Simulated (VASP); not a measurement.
Wanted: the native input for a VASP 6.6.1 run.

```
Task                   : single point
Functional             : PBEsol
Dispersion             : D3(BJ)
Potentials or basis    : VASP PAW PBE potentials, release 64 (Hf_pv)
Cutoff                 : 520 eV
k mesh                 : 12 × 12 × 1
Occupations            : methfessel-paxton, width 0.1 eV
Spin                   : no spin polarisation
Dipole correction      : yes
Further INCAR settings : ALGO = Fast; EDIFF = 1e-06; NBANDS = 39
```

The structure of Hf lies in POSCAR:

```
Hf
1.0
    3.2404358122      0.0000000000      0.0000000000
   -1.6202179061      2.8062997327      0.0000000000
    0.0000000000      0.0000000000     32.5856411886
Hf
6
Direct
    0.3333333333      0.6666666667      0.2148185441
    0.6666666667      0.3333333333      0.2852276227
    0.3333333333      0.6666666667      0.3615955898
    0.6666666667      0.3333333333      0.4349733262
    0.3333333333      0.6666666667      0.5102004574
    0.6666666667      0.3333333333      0.5823509931
```

The cell was built by a generator and needn't be a form met in nature.

These files were run (other wordings do the same):

INCAR

```
PREC     = Accurate       # precision mode
ENCUT    = 520            # plane-wave cutoff, eV
EDIFF    = 1E-6           # SCF threshold, eV
ISMEAR   = 1              # smearing method
SIGMA    = 0.1            # smearing width, eV
LREAL    = F              # projectors in reciprocal space
LASPH    = T              # aspherical terms in the spheres
NELM     = 100            # most SCF steps
ALGO     = Fast           # electronic algorithm
ISIF     = 2              # what is computed and relaxed
LWAVE    = F              # write WAVECAR
LCHARG   = T              # write CHGCAR
LDIPOL   = T            
IDIPOL   = 3            
DIPOL    = 0.5 0.5 0.398
GGA      = PS             # functional
IVDW     = 12             # dispersion correction
LELF     = T              # ELF
LVHAR    = T            
LVACPOTAV= T            
NBANDS   = 39             # bands
```

KPOINTS

```
Automatic mesh
0
Gamma
  12 12 1
```

Potentials or basis: VASP PAW PBE potentials, release 64 (Hf_pv).

Run with:

```bash
$ cat potpaw_PBE.64/Hf_pv/POTCAR > POTCAR
$ mpirun -np 1 vasp_std > vasp.out
```

It gave:

The largest force is 0.465 eV/Å. The band gap on the k mesh is none (metal or under the smearing width). The dispersion energy per atom is -0.409 eV and the work function of the upper face is 4.44 eV. The work function of the lower face is 4.40 eV.

Caveat: the PAW data sets were made with another functional, which shifts forces and pressure a little.

It took 32 min on 1 thread of Intel(R) Xeon(R) Platinum 8259CL CPU @ 2.50GHz (Skylake/Cascade Lake), on a shared host, peak memory 0.47 GiB.
